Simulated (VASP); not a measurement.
# GdO (F-43m) in VASP: notebook

Aim: see how the results for GdO move with the level of theory and the settings. Levels: PBEsol+U, PBE+U. Tasks: single point.

Everything below comes from runs of VASP 6.6.1. Logs are shortened: lines on timing, memory, paths and dates and some standing lists are left out, and cuts for length are marked.

## Step 1: The crystal as given

Symmetry: F-43m, No. 216, cubic system. The conventional cell has a = 5.400 Å, b = 5.400 Å, c = 5.400 Å, α = 90.00°, β = 90.00°, γ = 90.00°. Around Gd (site symmetry -43m) lie 4 O at 2.34 Å. O (site symmetry -43m) has 4 Gd at 2.34 Å as nearest neighbours.

The cell comes from a database or a generator and needn't be the stable form of this composition.

## Step 2: Single point, PBEsol+U, collinear spin, ferromagnetic start

INCAR

```
SYSTEM = GdO
PREC = Accurate
ENCUT = 520
EDIFF = 1E-6
ISMEAR = 0
SIGMA = 0.05
LREAL = .FALSE.
LASPH = .TRUE.
NELM = 150
ALGO = Normal
ISIF = 2
LWAVE = .FALSE.
LCHARG = .FALSE.
ISPIN = 2
MAGMOM = 7 0
LORBIT = 11
NUPDOWN = 1
LMAXMIX = 6
LDAU = .TRUE.
LDAUTYPE = 2
LDAUL = 3 -1
LDAUU = 5 0
LDAUJ = 0 0
LDAUPRINT = 1
GGA = PS
```

KPOINTS

```
Automatic mesh
0
G
  6 6 6
  0 0 0
```

POSCAR

```
GdO
1.0
    0.0000000000      2.7000000000      2.7000000000
    2.7000000000      0.0000000000      2.7000000000
    2.7000000000      2.7000000000      0.0000000000
Gd O
1 1
Direct
    0.0000000000      0.0000000000      0.0000000000
    0.2500000000      0.2500000000      0.2500000000
```

Potentials or basis: VASP PAW PBE potentials, release 64 (Gd, O).

The run is started by

```
cat potpaw_PBE.64/Gd/POTCAR potpaw_PBE.64/O/POTCAR > POTCAR
mpirun -np 1 vasp_std > vasp.out
```

OUTCAR:

```text
SYSTEM = GdO
   PREC = Accurate
   ENCUT = 520
   EDIFF = 1E-6
   ISMEAR = 0
   LREAL = .FALSE.
   LASPH = .TRUE.
   NELM = 150
   ISIF = 2
   ISPIN = 2
   LORBIT = 11
   NUPDOWN = 1
   GGA = PS

 ion  position               nearest neighbor table
   1  0.000  0.000  0.000-   2 2.34   2 2.34   2 2.34   2 2.34
   2  0.250  0.250  0.250-   1 2.34   1 2.34   1 2.34   1 2.34

  LATTYP: Found a face centered cubic cell.
 ALAT       =     5.4000000000

  Lattice vectors:

 A1 = (   0.0000000000,   2.7000000000,   2.7000000000)
 A2 = (   2.7000000000,   0.0000000000,   2.7000000000)
 A3 = (   2.7000000000,   2.7000000000,   0.0000000000)

Analysis of symmetry for initial positions (statically):
=====================================================================
 Subroutine PRICEL returns:
 Original cell was already a primitive cell.

 Routine SETGRP: Setting up the symmetry group for a
 face centered cubic supercell.

 Subroutine GETGRP returns: Found 24 space group operations
 (whereof 24 operations were pure point group operations)
 out of a pool of 48 trial point group operations.

The static configuration has the point symmetry T_d .

Analysis of symmetry for dynamics (positions and initial velocities):
=====================================================================
 Subroutine PRICEL returns:
 Original cell was already a primitive cell.

 Routine SETGRP: Setting up the symmetry group for a
 face centered cubic supercell.

 Subroutine GETGRP returns: Found 24 space group operations
 (whereof 24 operations were pure point group operations)
 out of a pool of 48 trial point group operations.

The dynamic configuration has the point symmetry T_d .

Analysis of structural, dynamic, and magnetic symmetry:
=====================================================================
 Subroutine PRICEL returns:
 Original cell was already a primitive cell.

 Routine SETGRP: Setting up the symmetry group for a
 face centered cubic supercell.

 Subroutine GETGRP returns: Found 24 space group operations
 (whereof 24 operations were pure point group operations)
 out of a pool of 48 trial point group operations.

The overall configuration has the point symmetry T_d .

 Subroutine INISYM returns: Found 24 space group operations
 (whereof 24 operations are pure point group operations),
 and found     1 'primitive' translations

----------------------------------------------------------------------------------------

                                     Primitive cell

  volume of cell :      39.3660

  direct lattice vectors                    reciprocal lattice vectors
     0.000000000  2.700000000  2.700000000    -0.185185185  0.185185185  0.185185185
     2.700000000  0.000000000  2.700000000     0.185185185 -0.185185185  0.185185185
[... 120 lines left out ...]
atom =   1  type =  1  l = 3

 onsite density matrix

spin component  1

  0.3737 -0.0000 -0.4744  0.0000  0.0000  0.0000 -0.0000
 -0.0000  0.9738  0.0000 -0.0000  0.0000  0.0000 -0.0000
 -0.4744  0.0000  0.6187 -0.0000 -0.0000  0.0000 -0.0000
  0.0000 -0.0000 -0.0000  0.0062  0.0000 -0.0000 -0.0000
  0.0000  0.0000 -0.0000  0.0000  0.6187 -0.0000  0.4744
  0.0000  0.0000  0.0000 -0.0000 -0.0000  0.9861  0.0000
 -0.0000 -0.0000 -0.0000 -0.0000  0.4744  0.0000  0.3737

spin component  2

  0.6163 -0.0000  0.4743  0.0000 -0.0000 -0.0000 -0.0000
 -0.0000  0.3492  0.0000 -0.0000  0.0000  0.0000 -0.0000
  0.4743  0.0000  0.3714 -0.0000 -0.0000  0.0000 -0.0000
  0.0000 -0.0000 -0.0000  0.9837  0.0000  0.0000  0.0000
 -0.0000  0.0000 -0.0000  0.0000  0.3714 -0.0000 -0.4743
 -0.0000  0.0000  0.0000  0.0000 -0.0000  0.0040 -0.0000
 -0.0000 -0.0000 -0.0000  0.0000 -0.4743 -0.0000  0.6163

 occupancies and eigenvectors

  o =  0.0040  v =  0.0000  0.0000  0.0000  0.0000  0.0000  0.0000  0.0000 -0.0003  0.0000  0.0004 -0.0000  0.7906 -0.0002  0.6124      0.0000  0.0000  0.0000  0.0000  0.0000  0.0000  0.0000  0.0000  0.0000  0.0000  0.0000  0.0000  0.0000  0.0000
  o =  0.0040  v =  0.0000  0.0000  0.0000  0.0000  0.0000  0.0000  0.0000 -0.6124 -0.0000  0.7906 -0.0000 -0.0004  0.0000 -0.0003      0.0000  0.0000  0.0000  0.0000  0.0000  0.0000  0.0000  0.0000  0.0000  0.0000  0.0000  0.0000  0.0000  0.0000
  o =  0.0040  v =  0.0000  0.0000  0.0000  0.0000  0.0000  0.0000  0.0000 -0.0000 -0.0000  0.0000  0.0000 -0.0001 -1.0000 -0.0001      0.0000  0.0000  0.0000  0.0000  0.0000  0.0000  0.0000  0.0000  0.0000  0.0000  0.0000  0.0000  0.0000  0.0000
  o =  0.0062  v =  0.0000 -0.0000  0.0000  1.0000 -0.0000  0.0000  0.0000  0.0000  0.0000  0.0000  0.0000  0.0000  0.0000  0.0000      0.0000  0.0000  0.0000  0.0000  0.0000  0.0000  0.0000  0.0000  0.0000  0.0000  0.0000  0.0000  0.0000  0.0000
  o =  0.0062  v = -0.0010 -0.0000 -0.0008  0.0000  0.6124  0.0000 -0.7906  0.0000  0.0000  0.0000  0.0000  0.0000  0.0000  0.0000      0.0000  0.0000  0.0000  0.0000  0.0000  0.0000  0.0000  0.0000  0.0000  0.0000  0.0000  0.0000  0.0000  0.0000
  o =  0.0062  v =  0.7906 -0.0000  0.6124 -0.0000  0.0008 -0.0000 -0.0010  0.0000  0.0000  0.0000  0.0000  0.0000  0.0000  0.0000      0.0000  0.0000  0.0000  0.0000  0.0000  0.0000  0.0000  0.0000  0.0000  0.0000  0.0000  0.0000  0.0000  0.0000
  o =  0.3492  v =  0.0000  0.0000  0.0000  0.0000  0.0000  0.0000  0.0000 -0.0000  1.0000  0.0000  0.0000 -0.0000  0.0000 -0.0000      0.0000  0.0000  0.0000  0.0000  0.0000  0.0000  0.0000  0.0000  0.0000  0.0000  0.0000  0.0000  0.0000  0.0000
  o =  0.9738  v =  0.0000  1.0000 -0.0000  0.0000 -0.0000 -0.0000 -0.0000  0.0000  0.0000  0.0000  0.0000  0.0000  0.0000  0.0000      0.0000  0.0000  0.0000  0.0000  0.0000  0.0000  0.0000  0.0000  0.0000  0.0000  0.0000  0.0000  0.0000  0.0000
  o =  0.9837  v =  0.0000  0.0000  0.0000  0.0000  0.0000  0.0000  0.0000  0.0000 -0.0000 -0.0000 -0.0000 -0.6124  0.0000  0.7906      0.0000  0.0000  0.0000  0.0000  0.0000  0.0000  0.0000  0.0000  0.0000  0.0000  0.0000  0.0000  0.0000  0.0000
  o =  0.9837  v =  0.0000  0.0000  0.0000  0.0000  0.0000  0.0000  0.0000  0.7906  0.0000  0.6124 -0.0000 -0.0000  0.0000 -0.0000      0.0000  0.0000  0.0000  0.0000  0.0000  0.0000  0.0000  0.0000  0.0000  0.0000  0.0000  0.0000  0.0000  0.0000
  o =  0.9837  v =  0.0000  0.0000  0.0000  0.0000  0.0000  0.0000  0.0000  0.0000  0.0000 -0.0000 -1.0000  0.0000 -0.0000 -0.0000      0.0000  0.0000  0.0000  0.0000  0.0000  0.0000  0.0000  0.0000  0.0000  0.0000  0.0000  0.0000  0.0000  0.0000
  o =  0.9861  v =  0.0006  0.0000 -0.0007 -0.0000  0.7906  0.0001  0.6124  0.0000  0.0000  0.0000  0.0000  0.0000  0.0000  0.0000      0.0000  0.0000  0.0000  0.0000  0.0000  0.0000  0.0000  0.0000  0.0000  0.0000  0.0000  0.0000  0.0000  0.0000
  o =  0.9861  v =  0.6124 -0.0000 -0.7906  0.0000 -0.0007  0.0000 -0.0006  0.0000  0.0000  0.0000  0.0000  0.0000  0.0000  0.0000      0.0000  0.0000  0.0000  0.0000  0.0000  0.0000  0.0000  0.0000  0.0000  0.0000  0.0000  0.0000  0.0000  0.0000
  o =  0.9861  v =  0.0000 -0.0000 -0.0000  0.0000  0.0001 -1.0000  0.0001  0.0000  0.0000  0.0000  0.0000  0.0000  0.0000  0.0000      0.0000  0.0000  0.0000  0.0000  0.0000  0.0000  0.0000  0.0000  0.0000  0.0000  0.0000  0.0000  0.0000  0.0000

 number of electron      23.9999987 magnetization       1.0000092

 Free energy of the ion-electron system (eV)
  ---------------------------------------------------
  ext. energy  EPLUGINS =         0.00000000
  ---------------------------------------------------
  free energy    TOTEN  =       -15.69341146 eV

  energy without entropy =      -15.68858615  energy(sigma->0) =      -15.69099881

 E-fermi :   3.6515     XC(G=0): -10.2959

 val. band max:        3.9791993975   @ k =  -0.1667   0.1667   0.0000
 cond. band min:       3.6596552694   @ k =   0.5000   0.3333   0.1667
 fundamental gap:     -0.3195441281
 Fermi energy:         4.0305507767

 spin component 1

 k-point     1 :       0.0000    0.0000    0.0000
  band No.  band energies     occupation
      1     -39.5123      1.00000
      2     -17.2646      1.00000
      3     -17.2646      1.00000
      4     -17.2646      1.00000
      5     -15.4170      1.00000
      6      -1.7228      1.00000
[... 344 lines left out ...]
      6      -2.0364      1.00000
[... 12 lines left out ...]
     19       8.9866      0.00000
     20      10.1934      0.00000
 Fermi energy:         3.6514851450

 spin component 2

 k-point     1 :       0.0000    0.0000    0.0000
  band No.  band energies     occupation
      1     -39.1704      1.00000
      2     -16.9836      1.00000
      3     -16.9836      1.00000
      4     -16.9836      1.00000
      5     -15.4006      1.00000
      6      -1.8203      1.00000
[... 357 lines left out ...]
     19       9.5692      0.00000
     20      10.6048      0.00000

------------------------ aborting loop because EDIFF is reached ----------------------------------------

  FORCE on cell =-STRESS in cart. coord.  units (eV):
  Direction    XX          YY          ZZ          XY          YZ          ZX
  --------------------------------------------------------------------------------------
  -------------------------------------------------------------------------------------
  Total       -0.8044516     -0.8044516     -0.8044516      0.0000000      0.0000000      0.0000000
  in kB      -32.7407931    -32.7407931    -32.7407931      0.0000000      0.0000000      0.0000000
  external PRESSURE =     -32.7407931 kB  Pullay stress =       0.0000000 kB

 VOLUME and BASIS-vectors are now :
 -----------------------------------------------------------------------------
  energy-cutoff  :      520.00
  volume of cell :       39.37
      direct lattice vectors                 reciprocal lattice vectors
     0.000000000  2.700000000  2.700000000    -0.185185185  0.185185185  0.185185185
     2.700000000  0.000000000  2.700000000     0.185185185 -0.185185185  0.185185185
     2.700000000  2.700000000  0.000000000     0.185185185  0.185185185 -0.185185185

 POSITION                                       TOTAL-FORCE (eV/Angst)
 -----------------------------------------------------------------------------------
      0.00000      0.00000      0.00000         0.000000      0.000000      0.000000
      1.35000      1.35000      1.35000        -0.000000     -0.000000     -0.000000
 -----------------------------------------------------------------------------------
    total drift:                                0.000000      0.000000      0.000000

  FREE ENERGIE OF THE ION-ELECTRON SYSTEM (eV)
  ---------------------------------------------------
  free  energy   TOTEN  =       -15.6934114613 eV

  energy  without entropy=      -15.6885861502  energy(sigma->0) =      -15.69099881

 total charge

# of ion       s       p       d       f       tot
--------------------------------------------------
    1        2.023   5.580   0.412   7.254  15.268
    2        1.563   3.407   0.000   0.000   4.970
--------------------------------------------------
tot          3.586   8.987   0.412   7.254  20.238

 magnetization (x)

# of ion       s       p       d       f       tot
--------------------------------------------------
    1        0.002   0.009   0.087   0.639   0.737
    2        0.003  -0.016   0.000   0.000  -0.013
--------------------------------------------------
tot          0.005  -0.007   0.087   0.639   0.724
```

Wall time 4.1 min (1 thread of Intel Xeon Platinum 8375C at 2.90GHz (Ice Lake), shared host); peak memory 0.2 GiB.

What came out:

```
Free energy                                           : -15.6934 eV
Pressure                                              : -3.3 GPa
Net moment                                            : 1.00 μB per cell
Site moments                                          : Gd +0.74; O -0.01 μB
Valence electrons inside the program's atomic spheres : Gd 15.27; O 4.97
```

Eigenvalues of the final occupation matrices:
```csv
site,spin,trace,eigenvalues
site 1 f,1,3.95,0.01 0.01 0.01 0.97 0.99 0.99 0.99
site 1 f,2,3.31,0.00 0.00 0.00 0.35 0.98 0.98 0.98
```

Caveat: the moment is held away from its start; the PAW data sets were made with another functional, which shifts forces and pressure a little; spin-orbit coupling is left out, which moves the levels of the heavy elements; the total moment is fixed, so each spin has its own Fermi level; a cell with one magnetic atom can't hold antiferromagnetic order, which such compounds often take.

## Step 3: Single point, PBE+U, collinear spin, ferromagnetic start

INCAR

```
SYSTEM = GdO
PREC = Accurate
ENCUT = 520
EDIFF = 1E-6
ISMEAR = 0
SIGMA = 0.05
LREAL = .FALSE.
LASPH = .TRUE.
NELM = 120
ALGO = Fast
ISIF = 2
LWAVE = .FALSE.
LCHARG = .FALSE.
ISPIN = 2
MAGMOM = 7 0
LORBIT = 11
LMAXMIX = 6
LDAU = .TRUE.
LDAUTYPE = 2
LDAUL = 3 -1
LDAUU = 8 0
LDAUJ = 0 0
LDAUPRINT = 1
GGA = PE
NBANDS = 23
```

KPOINTS

```
regular mesh
0
G
  6 6 6
  0 0 0
```

POSCAR is that of step 2.

Potentials or basis: VASP PAW PBE potentials, release 64 (Gd, O).

The run is started by

```
cat potpaw_PBE.64/Gd/POTCAR potpaw_PBE.64/O/POTCAR > POTCAR
mpirun -np 1 vasp_std > vasp.out
```

Wall time 2.8 min (1 thread of Intel Xeon Platinum 8375C at 2.90GHz (Ice Lake), shared host); peak memory 0.19 GiB.

The run converged. Its results:

- Free energy: -21.6143 eV
- Pressure: 0.1 GPa
- Band gap on the k mesh: none (metal or under the smearing width)
- Net moment: 7.92 μB per cell
- Site moments: Gd +7.07; O +0.00 μB
- Valence electrons inside the program's atomic spheres: Gd 15.16; O 5.00

Levels at points of the mesh, in eV from the Fermi level:
Spin up:
```csv
k point,band 13,band 14,band 15,band 16,band 17,band 18,band 19,band 20
"(0.00, 0.00, 0.00)",-5.55,-5.55,-5.55,-2.38,2.53,2.53,4.40,4.40
"(0.50, 0.00, 0.00)",-5.33,-5.14,-5.14,0.10,2.39,2.39,2.93,4.50
"(0.50, 0.50, 0.00)",-6.14,-4.41,-4.41,-0.95,1.01,4.07,4.51,4.51
```
Spin down:
| k point | band 4 | band 5 | band 6 | band 7 | band 8 | band 9 | band 10 | band 11 | band 12 | band 13 |
| --- | --- | --- | --- | --- | --- | --- | --- | --- | --- | --- |
| (0.00, 0.00, 0.00) | -20.64 | -19.22 | -5.38 | -5.38 | -5.38 | -0.97 | 3.64 | 3.64 | 3.67 | 3.67 |
| (0.50, 0.00, 0.00) | -20.73 | -18.04 | -4.98 | -4.98 | -4.96 | 1.60 | 3.05 | 3.19 | 3.19 | 3.98 |
| (0.50, 0.50, 0.00) | -20.88 | -17.71 | -5.92 | -4.28 | -4.28 | 1.03 | 1.57 | 3.83 | 3.88 | 3.88 |

Eigenvalues of the final occupation matrices:
| site | spin | trace | eigenvalues |
| --- | --- | --- | --- |
| site 1 f | 1 | 6.95 | 0.99 0.99 0.99 0.99 0.99 0.99 1.00 |
| site 1 f | 2 | 0.03 | 0.00 0.00 0.00 0.00 0.00 0.00 0.01 |

Caveat: spin-orbit coupling is left out, which moves the levels of the heavy elements; a cell with one magnetic atom can't hold antiferromagnetic order, which such compounds often take. The state reached can hang on the start; a lower one may exist.
